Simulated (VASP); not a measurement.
Ni: single point with PBEsol+D4+U

Crystal: Ni.

```
Ni
1.0
    -1.38372    1.38372    1.38372
     1.38372   -1.38372    1.38372
     1.38372    1.38372   -1.38372
Ni
1
Direct
  0.00000 0.00000 0.00000
```

This isn't the form of Ni at room conditions, which is fcc.

```json
{"Program": "VASP 6.6.1", "Task": "single point", "Functional": "PBEsol", "Dispersion": "D4", "Potentials or basis": "VASP PAW PBE potentials, release 64 (Ni)", "Cutoff": "520 eV", "k mesh": "13 × 13 × 13", "Occupations": "tetrahedron", "Spin": "collinear spin, typed start", "Starting moments": "[1.0] μB", "Hubbard terms": "Ni d U = 4.5 eV", "Dipole correction": "no", "Further INCAR settings": "ALGO = Fast; EDIFF = 1e-07; NBANDS = 15"}
```

* Pressure: -16.3 GPa
* Band gap on the k mesh: none (metal or under the smearing width)
* Net moment: 0.62 μB per cell
* Site moments: Ni +0.65 μB
* Valence electrons inside the program's atomic spheres: Ni 9.47
* Dispersion energy per atom: -0.268 eV

Levels at points of the mesh, in eV from the Fermi level:
Spin up:
```tsv
k point	band 2	band 3	band 4	band 5	band 6	band 7	band 8	band 9
(0.00, 0.00, 0.00)	-3.28	-3.28	-3.28	-1.62	-1.62	27.37	27.37	27.37
```
Spin down:
| k point | band 3 | band 4 | band 5 | band 6 | band 7 | band 8 |
| --- | --- | --- | --- | --- | --- | --- |
| (0.00, 0.00, 0.00) | -1.45 | -1.45 | -1.11 | -1.11 | 27.19 | 27.19 |

Eigenvalues of the final occupation matrices:
```tsv
site	spin	trace	eigenvalues
site 1 d	1	4.63	0.93 0.93 0.93 0.93 0.93
site 1 d	2	3.94	0.70 0.70 0.70 0.92 0.92
```

It took 26 s on 1 thread of Intel(R) Xeon(R) 6975P-C (Granite Rapids), with other jobs on the host, peak memory 0.14 GiB.

Caveat: the PAW data sets were made with another functional, which shifts forces and pressure a little; pairwise dispersion overbinds metals, which lowers pressure and volume; the U is typed as a test and isn't derived for this compound; tetrahedron occupations give inexact forces and stress in metals. The state reached can hang on the start; a lower one may exist.
